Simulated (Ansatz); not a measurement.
## Σ5 (210) boundary in fcc Rh with Bi (substitutional): structure and resistance

Wanted: what the Σ5 (210) boundary in fcc Rh with Bi (substitutional) costs an interconnect.

Main program and level: Ansatz 0.2.0; Ansatz plane-wave DFT, PBE, PAW files; relaxation of a bicrystal slab with its lowest layers held; PAW set soft_1, in the first sound run; inputs show where later runs differ.

## (1) Starting point

The cell holds 21 atoms: 20 Rh and 1 Bi. Its edges and angles: a = 4.658 Å, b = 3.803 Å, c = 28.858 Å, α = 90.0°, β = 90.0°, γ = 65.9°. It derives from Rh. built on the (2 1 0) plane; 2 overlapping atoms removed and the grains opened by 0 Å. Vacuum lies along c.

## (2) Relaxing the bicrystal

The boundary is built by mirroring the lower grain in the boundary plane and removing any atoms that overlap; then the Bi is put in at the boundary. A thin bicrystal slab is relaxed first, with the lowest layers held and the upper grain free to shift and open.

The input, input.yaml:

```yaml
crystal:
  lattice:
    - [4.6578272204, 0.0, 0.0]
    - [1.5526090735, 3.4717394307, 0.0]
    - [0.0, 0.0, 28.8583792625]
  atoms:
    - { symbol: Rh, position: [0.6, 0.7, 0.1732599033] }
    - { symbol: Rh, position: [0.2, 0.4, 0.2027279134] }
    - { symbol: Rh, position: [0.8, 0.1, 0.2321959235] }
    - { symbol: Rh, position: [0.4, 0.8, 0.2616639337] }
    - { symbol: Rh, position: [1.0, 0.5, 0.2911319438] }
    - { symbol: Rh, position: [0.6, 0.2, 0.3205999539] }
    - { symbol: Rh, position: [0.2, 0.9, 0.3500679641] }
    - { symbol: Rh, position: [0.8, 0.6, 0.3795359742] }
    - { symbol: Rh, position: [0.4, 0.3, 0.4090039843] }
    - { symbol: Bi, position: [0.0, 0.0, 0.4384719945] }
    - { symbol: Rh, position: [0.8, 0.6, 0.4974080147] }
    - { symbol: Rh, position: [0.2, 0.9, 0.5268760249] }
    - { symbol: Rh, position: [0.6, 0.2, 0.556344035] }
    - { symbol: Rh, position: [1.0, 0.5, 0.5858120451] }
    - { symbol: Rh, position: [0.4, 0.8, 0.6152800553] }
    - { symbol: Rh, position: [0.8, 0.1, 0.6447480654] }
    - { symbol: Rh, position: [0.2, 0.4, 0.6742160755] }
    - { symbol: Rh, position: [0.6, 0.7, 0.7036840857] }
    - { symbol: Rh, position: [1.0, 1.0, 0.7331520958] }
    - { symbol: Rh, position: [0.4, 0.3, 0.7626201059] }
    - { symbol: Rh, position: [0.8, 0.6, 0.7920881161] }
kpoints:
  mp_grid: { grid: [7, 7, 1] }
hamiltonian:
  xc: pbe
  pseudopotentials: { kind: paw, azcp: { folder: soft_1 } }
scf:
  occupations: { method: fermi_dirac, width: 0.1 }
relax:
  f_tol: 0.03
  max_steps: 80
  constraints: [{ sites: [0, 1, 2, 3] }]
```

Command:

```sh
$ ansatz run input.yaml --threads 4 --pin off --max-ram 15360MiB --backend cpu --events-out ev --progress --plain --runs-dir out
```

Numbers of over 12 decimals in the logs are rounded to 6 here.

The program printed:

```text
Engine: ansatz 0.2.0, x86_64-unknown-linux-gnu
Pseudopotentials: kind: paw
Pseudopotential: Rh, paw, valence charge 17, recommended cutoff 420 eV (normal), soft_1/Rh.paw.azcp
Pseudopotential: Bi, paw, valence charge 15, recommended cutoff 420 eV (normal), soft_1/Bi.paw.azcp
Functional definition: PBE
  parameter kappa = 0.804
  parameter beta = 0.066725
  exchange = pbe_x(kappa = kappa, mu = beta*pi^2/3)
  correlation = pbe_c(beta = beta)
Crystal: 21 atoms, lattice volume = 466.662 Å³
Basis set: ecut = 420 eV, 9105 PW (Γ), exchange–correlation on 64×54×400 points (8 copies of the dense FFT grid, shifted against one another)
Bands: 213, of which v1, the nominal top of the filled ones, is band 178 counted from 1 (177 counted from 0)
Symmetry: 2 space group operations
Space group: Cm (ITA 8), of the structure as read, at distance tolerance 7.8e-5 Å
k-points: 16 of 49 (time reversal used)
Non-local potential: Rh, projectors of the file, l = 0: 3, l = 1: 2, l = 2: 2, l = 3: 1
Non-local potential: Bi, projectors of the file, l = 0: 2, l = 1: 2, l = 2: 2, l = 3: 1
PAW form: soft (Blöchl's): semilocal exchange-correlation on the pseudo side does not see the compensation charge
PAW one-centre angular grid: Rh, 590 points (default); XC on 64 Gauss nodes
PAW one-centre angular grid: Bi, 590 points (default); XC on 64 Gauss nodes
Initial density: superposition of atomic densities (neutral atoms: chi_scale 0, normalization atom)
Initial wavefunctions: pseudopotential atomic-orbital guess
Functional: x = pbe(κ = 0.804, μ = 0.219515), c = pbe(β = 0.066725)
SCF iter   1: F=—  HF=-140459.744373 eV  |F-HF|=—  |Δ(HF+E_count)|=         —  Δρ=7.75e-2  dr2=6.23e1  ethr=3.10e-3  ⟨swp⟩=6.1  Hψ=12409  notcnv=0  defer=72
preconditioner: auto → LDOS  [metal: Δε(μ)=0.006 eV  Ē_g=6.900 eV  σ=0.100 eV  W_gap=0.01  n_scr=128 (ndim 8)  ℏωp=24.0 eV  f_vac=0.309  D(μ)=29.82/eV (n_scr^D=316)  β→1.0]
SCF iter   2: F=—  HF=-140464.395456 eV  |F-HF|=—  |Δ(HF+E_count)|=    4.65e0  Δρ=9.56e-2  dr2=4.44e1  ethr=3.10e-3  ⟨swp⟩=3.1  Hψ=9042  notcnv=0  defer=127
SCF iter   3: F=—  HF=-140451.580119 eV  |F-HF|=—  |Δ(HF+E_count)|=    1.28e1  Δρ=1.61e-2  dr2=1.38e0  ethr=3.10e-3  ⟨swp⟩=2.1  Hψ=7172  notcnv=0  defer=145
SCF iter   4: F=—  HF=-140451.265305 eV  |F-HF|=—  |Δ(HF+E_count)|=   3.15e-1  Δρ=3.66e-3  dr2=9.85e-2  ethr=3.88e-4  ⟨swp⟩=3.1  Hψ=8094  notcnv=0  defer=139
SCF iter   5: F=—  HF=-140451.248035 eV  |F-HF|=—  |Δ(HF+E_count)|=   1.73e-2  Δρ=1.12e-3  dr2=2.05e-2  ethr=2.78e-5  ⟨swp⟩=2.0  Hψ=4941  notcnv=0  defer=139
SCF iter   6: F=—  HF=-140451.246416 eV  |F-HF|=—  |Δ(HF+E_count)|=   1.62e-3  Δρ=3.91e-4  dr2=2.35e-3  ethr=5.78e-6  ⟨swp⟩=2.0  Hψ=4822  notcnv=0  defer=139
SCF iter   7: F=—  HF=-140451.246412 eV  |F-HF|=—  |Δ(HF+E_count)|=   4.52e-6  Δρ=2.12e-4  dr2=4.53e-4  ethr=6.63e-7  ⟨swp⟩=2.4  Hψ=5727  notcnv=0  defer=139
SCF iter   8: F=—  HF=-140451.246324 eV  |F-HF|=—  |Δ(HF+E_count)|=   8.74e-5  Δρ=6.58e-5  dr2=5.40e-5  ethr=1.28e-7  ⟨swp⟩=2.6  Hψ=5995  notcnv=0  defer=139
SCF iter   9: F=-140451.246319 eV  HF=-140451.246331 eV  |F-HF|=1.20e-5  |Δ(HF+E_count)|=   6.67e-6  Δρ=3.99e-5  dr2=1.50e-5  ethr=6.34e-9  ⟨swp⟩=4.4  Hψ=10956  notcnv=0
SCF 1 converged in 9 iterations: F = -140451.246319 eV  dr2 = 1.50e-5
  greatest PAW one-centre occupation: 1.000 electrons in one spin orbital (limit 2), on the Rh atom at site 13 (counted from 0), in its partial waves of l = 0
relax step   1: F+E_penalty+E_count = -140451.24631900 eV  Δ(F+E_penalty+E_count) = +0.000e0 eV  max|allowed force component| = 1.551e0 eV/Å  Δτ_max = 0.0000 Å  (9 SCF iters, dr2 threshold 2.25e-5 eV, accepted)
Initial density: handed on by an earlier stage of this run
Initial wavefunctions: those handed on with the density
iter 1 solved again at ethr=1.48e-3 eV; its pass at ethr=3.10e-3 eV (dr2=5.24e0 eV) is discarded
SCF iter   1: F=—  HF=-140451.738420 eV  |F-HF|=—  |Δ(HF+E_count)|=         —  Δρ=1.49e-2  dr2=5.18e0  ethr=1.48e-3  ⟨swp⟩=1.0  Hψ=11686  notcnv=0  defer=119
preconditioner: auto → LDOS  [metal: Δε(μ)=0.001 eV  Ē_g=6.703 eV  σ=0.100 eV  W_gap=0.00  n_scr=128 (ndim 8)  ℏωp=24.0 eV  f_vac=0.310  D(μ)=32.08/eV (n_scr^D=338)  β→1.0]
SCF iter   2: F=—  HF=-140451.663698 eV  |F-HF|=—  |Δ(HF+E_count)|=   7.47e-2  Δρ=5.21e-3  dr2=3.13e-1  ethr=1.46e-3  ⟨swp⟩=2.0  Hψ=3488  notcnv=0  defer=119
SCF iter   3: F=—  HF=-140451.641253 eV  |F-HF|=—  |Δ(HF+E_count)|=   2.24e-2  Δρ=3.75e-3  dr2=1.07e-1  ethr=8.80e-5  ⟨swp⟩=3.1  Hψ=6741  notcnv=0  defer=124
SCF iter   4: F=—  HF=-140451.619528 eV  |F-HF|=—  |Δ(HF+E_count)|=   2.17e-2  Δρ=7.53e-4  dr2=5.90e-3  ethr=3.01e-5  ⟨swp⟩=2.8  Hψ=6817  notcnv=0  defer=124
SCF iter   5: F=—  HF=-140451.617884 eV  |F-HF|=—  |Δ(HF+E_count)|=   1.64e-3  Δρ=2.45e-4  dr2=8.02e-4  ethr=1.66e-6  ⟨swp⟩=2.3  Hψ=5109  notcnv=0  defer=127
SCF iter   6: F=-140451.617816 eV  HF=-140451.617890 eV  |F-HF|=7.41e-5  |Δ(HF+E_count)|=   5.76e-6  Δρ=9.68e-5  dr2=8.73e-5  ethr=2.82e-8  ⟨swp⟩=3.5  Hψ=12828  notcnv=0
SCF 2 converged in 6 iterations: F = -140451.617816 eV  dr2 = 8.73e-5
relax step   2: F+E_penalty+E_count = -140451.61781605 eV  Δ(F+E_penalty+E_count) = -3.715e-1 eV  max|allowed force component| = 6.042e-1 eV/Å  Δτ_max = 0.1973 Å  (6 SCF iters, dr2 threshold 1.00e-4 eV, accepted)
iter 1 solved again at ethr=2.55e-3 eV; its pass at ethr=3.10e-3 eV (dr2=9.06e0 eV) is discarded
SCF iter   1: F=—  HF=-140451.979066 eV  |F-HF|=—  |Δ(HF+E_count)|=         —  Δρ=1.96e-2  dr2=9.09e0  ethr=2.55e-3  ⟨swp⟩=1.0  Hψ=13122  notcnv=0  defer=121
preconditioner: auto → LDOS  [metal: Δε(μ)=0.001 eV  Ē_g=6.647 eV  σ=0.100 eV  W_gap=0.00  n_scr=128 (ndim 8)  ℏωp=24.0 eV  f_vac=0.304  D(μ)=32.00/eV (n_scr^D=338)  β→1.0]
SCF iter   2: F=—  HF=-140451.792853 eV  |F-HF|=—  |Δ(HF+E_count)|=   1.86e-1  Δρ=5.54e-3  dr2=2.06e-1  ethr=2.55e-3  ⟨swp⟩=2.0  Hψ=3477  notcnv=0  defer=121
SCF iter   3: F=—  HF=-140451.771881 eV  |F-HF|=—  |Δ(HF+E_count)|=   2.10e-2  Δρ=2.82e-3  dr2=5.90e-2  ethr=5.80e-5  ⟨swp⟩=2.1  Hψ=6231  notcnv=0  defer=126
SCF iter   4: F=—  HF=-140451.762840 eV  |F-HF|=—  |Δ(HF+E_count)|=   9.04e-3  Δρ=1.01e-3  dr2=7.58e-3  ethr=1.66e-5  ⟨swp⟩=2.1  Hψ=5855  notcnv=0  defer=126
SCF iter   5: F=—  HF=-140451.760470 eV  |F-HF|=—  |Δ(HF+E_count)|=   2.37e-3  Δρ=1.92e-4  dr2=4.49e-4  ethr=2.14e-6  ⟨swp⟩=3.1  Hψ=6052  notcnv=0  defer=129
SCF iter   6: F=—  HF=-140451.760505 eV  |F-HF|=—  |Δ(HF+E_count)|=   3.48e-5  Δρ=1.05e-4  dr2=7.41e-5  ethr=1.27e-7  ⟨swp⟩=2.0  Hψ=5552  notcnv=0  defer=129
SCF iter   7: F=-140451.760499 eV  HF=-140451.760502 eV  |F-HF|=3.17e-6  |Δ(HF+E_count)|=   3.18e-6  Δρ=2.04e-5  dr2=4.45e-6  ethr=6.43e-9  ⟨swp⟩=5.0  Hψ=11655  notcnv=0
SCF 3 converged in 7 iterations: F = -140451.760499 eV  dr2 = 4.45e-6
  greatest PAW one-centre occupation: 1.000 electrons in one spin orbital (limit 2), on the Rh atom at site 3 (counted from 0), in its partial waves of l = 0
relax step   3: F+E_penalty+E_count = -140451.76049879 eV  Δ(F+E_penalty+E_count) = -1.427e-1 eV  max|allowed force component| = 1.635e-1 eV/Å  Δτ_max = 0.1941 Å  (7 SCF iters, dr2 threshold 2.28e-5 eV, accepted)
[... from here on, the SCF cycles and remarks between the steps are left out ...]
relax step   4: F+E_penalty+E_count = -140451.84249011 eV  Δ(F+E_penalty+E_count) = -8.199e-2 eV  max|allowed force component| = 1.406e-1 eV/Å  Δτ_max = 0.2000 Å  (8 SCF iters, dr2 threshold 1.96e-6 eV, accepted)
relax step   5: F+E_penalty+E_count = -140451.90626127 eV  Δ(F+E_penalty+E_count) = -6.377e-2 eV  max|allowed force component| = 1.075e-1 eV/Å  Δτ_max = 0.1982 Å  (8 SCF iters, dr2 threshold 1.45e-6 eV, accepted)
relax step   6: F+E_penalty+E_count = -140451.96288697 eV  Δ(F+E_penalty+E_count) = -5.663e-2 eV  max|allowed force component| = 6.634e-2 eV/Å  Δτ_max = 0.1982 Å  (7 SCF iters, dr2 threshold 6.76e-6 eV, accepted)
relax step   7: F+E_penalty+E_count = -140452.01081423 eV  Δ(F+E_penalty+E_count) = -4.793e-2 eV  max|allowed force component| = 3.704e-2 eV/Å  Δτ_max = 0.1910 Å  (8 SCF iters, dr2 threshold 1.67e-6 eV, accepted)
relax step   8: F+E_penalty+E_count = -140452.04627176 eV  Δ(F+E_penalty+E_count) = -3.546e-2 eV  max|allowed force component| = 1.751e-1 eV/Å  Δτ_max = 0.1973 Å  (9 SCF iters, accepted)
relax step   9: F+E_penalty+E_count = -140451.75552497 eV  Δ(F+E_penalty+E_count) = +2.907e-1 eV  max|allowed force component| = 3.261e0 eV/Å  Δτ_max = 0.1930 Å  (7 SCF iters, dr2 threshold 9.55e-6 eV, rejected (line search))
relax step  10: F+E_penalty+E_count = -140452.05969681 eV  Δ(F+E_penalty+E_count) = -1.343e-2 eV  max|allowed force component| = 1.520e-2 eV/Å  Δτ_max = 0.0965 Å  (9 SCF iters, accepted)
relax step  11: F+E_penalty+E_count = -140452.06696126 eV  Δ(F+E_penalty+E_count) = -7.264e-3 eV  max|allowed force component| = 1.213e-2 eV/Å  Δτ_max = 0.0971 Å  (8 SCF iters, accepted)
SCF iter   1: F=—  HF=-140452.118099 eV  |F-HF|=—  |Δ(HF+E_count)|=         —  Δρ=8.89e-3  dr2=4.47e-1  ethr=1.40e-3  ⟨swp⟩=4.1  Hψ=8449  notcnv=0  defer=129
preconditioner: auto → LDOS  [metal: Δε(μ)=0.006 eV  Ē_g=6.606 eV  σ=0.100 eV  W_gap=0.02  n_scr=128 (ndim 8)  ℏωp=24.0 eV  f_vac=0.300  D(μ)=32.97/eV (n_scr^D=354)  β→1.0]
SCF iter   2: F=—  HF=-140452.090679 eV  |F-HF|=—  |Δ(HF+E_count)|=   2.74e-2  Δρ=3.73e-3  dr2=5.09e-2  ethr=1.26e-4  ⟨swp⟩=2.1  Hψ=6595  notcnv=0  defer=131
SCF iter   3: F=—  HF=-140452.071177 eV  |F-HF|=—  |Δ(HF+E_count)|=   1.95e-2  Δρ=1.06e-3  dr2=3.65e-3  ethr=1.43e-5  ⟨swp⟩=3.0  Hψ=7115  notcnv=0  defer=131
SCF iter   4: F=—  HF=-140452.069783 eV  |F-HF|=—  |Δ(HF+E_count)|=   1.39e-3  Δρ=1.52e-4  dr2=1.73e-4  ethr=1.03e-6  ⟨swp⟩=2.9  Hψ=6644  notcnv=0  defer=131
SCF iter   5: F=—  HF=-140452.069759 eV  |F-HF|=—  |Δ(HF+E_count)|=   2.36e-5  Δρ=5.18e-5  dr2=2.02e-5  ethr=4.88e-8  ⟨swp⟩=2.7  Hψ=6418  notcnv=0  defer=131
SCF iter   6: F=—  HF=-140452.069085 eV  |F-HF|=—  |Δ(HF+E_count)|=   6.75e-4  Δρ=1.63e-5  dr2=2.03e-6  ethr=5.68e-9  ⟨swp⟩=2.8  Hψ=5266  notcnv=0  defer=131
SCF iter   7: F=—  HF=-140452.069085 eV  |F-HF|=—  |Δ(HF+E_count)|=   3.38e-7  Δρ=7.06e-6  dr2=4.42e-7  ethr=5.71e-10  ⟨swp⟩=2.0  Hψ=4929  notcnv=0  defer=131
SCF iter   8: F=-140452.069085 eV  HF=-140452.069085 eV  |F-HF|=1.48e-9  |Δ(HF+E_count)|=   3.05e-8  Δρ=1.95e-6  dr2=2.72e-8  ethr=2.82e-11  ⟨swp⟩=5.0  Hψ=11975  notcnv=0
SCF 12 converged in 8 iterations: F = -140452.069085 eV  dr2 = 2.72e-8
relax step  12: F+E_penalty+E_count = -140452.06908526 eV  Δ(F+E_penalty+E_count) = -2.124e-3 eV  max|allowed force component| = 2.711e-2 eV/Å  Δτ_max = 0.0979 Å  (8 SCF iters, accepted)
SCF converged after 8 iterations
Free energy (F): -140452.069085 eV
Harris-Foulkes:  -140452.069085 eV  (|F-HF|=1.48e-9)
Internal energy: -140450.979629 eV  (E = F + TS)
E sigma→0 (E₀):  -140451.524357 eV
Entropy (-TS):   -1.089457 eV (-51.879 meV/atom)
Fermi energy:    12.351109 eV
--- Per-component energies (eV) ---
  E_band       = -5096.650558
  E_kinetic    = 10988.561530
  E_local      = -380338.746375  (includes V_loc(G=0)·N_el)
  E_nonlocal   = 6390.004217
  E_hartree    = 184561.740721
  E_xc         = -4174.052582
  E_vxc        = -5177.632117  (∫ρ·V_xc dr)
  E_paw        = -82737.354491  (= ΣΔE_a)
  E_vpaw       = -6082.294166  (= ΣTr[D̂ρ^β])
  E_aug_tail   = 0.001953  (compensation charges beyond the density's cutoff)
  E_ewald      = 124858.865398
  E_smearing   = -1.089457  (= −TS)
  E_closure    = 0.000000  (closes the sum)
  Σ components = -140452.069085   (vs F -140452.069085, Δ=0.00e0)
--- Forces (eV/Å), atoms counted from 1 ---
  atom   1  Rh    -0.09126386     0.04081444     0.95595494
  atom   2  Rh    -0.01469548     0.00657202    -0.06298740
  atom   3  Rh     0.11336010    -0.05069618    -0.68132216
  atom   4  Rh    -0.01357029     0.00606882    -0.20205624
  atom   5  Rh     0.00059253    -0.00026499    -0.01089393
  atom   6  Rh     0.00301095    -0.00134654    -0.01480327
  atom   7  Rh     0.00459095    -0.00205313    -0.00336399
  atom   8  Rh    -0.00640323     0.00286361     0.00528927
  atom   9  Rh     0.00535064    -0.00239288     0.00440781
  atom  10  Bi    -0.00785580     0.00351322    -0.00473790
  atom  11  Rh     0.00213017    -0.00095264     0.02250625
  atom  12  Rh    -0.00555214     0.00248299     0.02515579
  atom  13  Rh     0.00472130    -0.00211143    -0.00306705
  atom  14  Rh    -0.00001866     0.00000835    -0.01903609
  atom  15  Rh    -0.00033191     0.00014843    -0.02711120
  atom  16  Rh     0.00139041    -0.00062181    -0.01362080
  atom  17  Rh     0.00421385    -0.00188449    -0.00608265
  atom  18  Rh     0.00372896    -0.00166764     0.00482193
  atom  19  Rh    -0.00103070     0.00046094     0.00747655
  atom  20  Rh    -0.00275055     0.00123008     0.00948985
  atom  21  Rh     0.00040142    -0.00017952     0.01396716
  max |Σ_I F_I| component: 1.87e-5 eV/Å
--- Relaxed structure (12 steps of the walk, 11 accepted, 0 SCFs on fresh bases) ---
  F+E_penalty+E_count = -140452.06908526 eV   max|allowed force component| = 2.711e-2 eV/Å
  atoms:
    - { symbol: Rh, position: [0.600000, 0.7, 0.1732599033] }
    - { symbol: Rh, position: [0.2, 0.4, 0.202728] }
    - { symbol: Rh, position: [0.8, 0.1, 0.232196] }
    - { symbol: Rh, position: [0.4, 0.8, 0.261664] }
    - { symbol: Rh, position: [0.997992, 0.501004, 0.291136] }
    - { symbol: Rh, position: [0.596751, 0.201624, 0.321103] }
    - { symbol: Rh, position: [0.203681, 0.898160, 0.350676] }
    - { symbol: Rh, position: [0.795729, 0.602135, 0.379075] }
    - { symbol: Rh, position: [0.400846, 0.299577, 0.413017] }
    - { symbol: Bi, position: [-0.013241, 0.00662055, 0.449251] }
    - { symbol: Rh, position: [0.514312, 0.742844, 0.505070] }
    - { symbol: Rh, position: [-0.098188, 1.049094, 0.540174] }
    - { symbol: Rh, position: [0.309056, 0.345472, 0.565507] }
    - { symbol: Rh, position: [0.706792, 0.646604, 0.596490] }
    - { symbol: Rh, position: [0.109569, 0.945216, 0.626948] }
    - { symbol: Rh, position: [0.504609, 0.247696, 0.655980] }
    - { symbol: Rh, position: [-0.099331, 0.549666, 0.685696] }
    - { symbol: Rh, position: [0.301430, 0.849285, 0.715667] }
    - { symbol: Rh, position: [0.706527, 1.146737, 0.746351] }
    - { symbol: Rh, position: [0.102205, 0.448897, 0.774062] }
    - { symbol: Rh, position: [0.500447, 0.749777, 0.800790] }
```

It took 6.5 min on 4 threads of Intel Xeon Platinum 8488C (Sapphire Rapids), shared host; peak memory 2.7 GiB; 25 min of CPU time.

Relaxation path:

```tsv
step	energy less that of the first step (eV)	largest force component (eV/Å)
1	0.0000	1.5510
2	-0.3715	0.6042
3	-0.5142	0.1635
4	-0.5962	0.1406
5	-0.6599	0.1075
6	-0.7166	0.0663
7	-0.7645	0.0370
8	-0.8000	0.1751
9	-0.5092	3.2605
10	-0.8134	0.0152
11	-0.8206	0.0121
12	-0.8228	0.0271
```

Relaxation step 9 was tried and not accepted.

Forces are held to the 2 operations that the run works with; a distortion that breaks them can't arise in this run.

The atoms that moved most (Å):

```tsv
atom	dx	dy	dz	length
Rh12	-1.157	0.518	0.384	1.325
Rh18	-1.159	0.518	0.346	1.316
Rh17	-1.162	0.520	0.331	1.315
Rh20	-1.156	0.517	0.330	1.309
Rh19	-1.139	0.509	0.381	1.305
Rh21	-1.163	0.520	0.251	1.298
Rh16	-1.147	0.513	0.324	1.297
Rh14	-1.138	0.509	0.308	1.284
```

This step gave:

```yaml
free_energy: -140452.0691 eV
energy_at_zero_smearing: -140451.5244 eV
fermi_energy: 12.35 eV
```

The largest force component on a free atom ends at 0.027 eV/Å, under the tolerance of 0.03, after 12 steps.

(Continued in part 2 of 2.)

[Logs are printed without paths, hosts, clocks, repeated set-up lines and the standing remarks that a program may print on its own settings, such as how far it seeks lower states.]

[Hosts, paths, dates, database ids (printed as entryN), source tags and the programs' standing remarks are cut or masked in the printed files.]
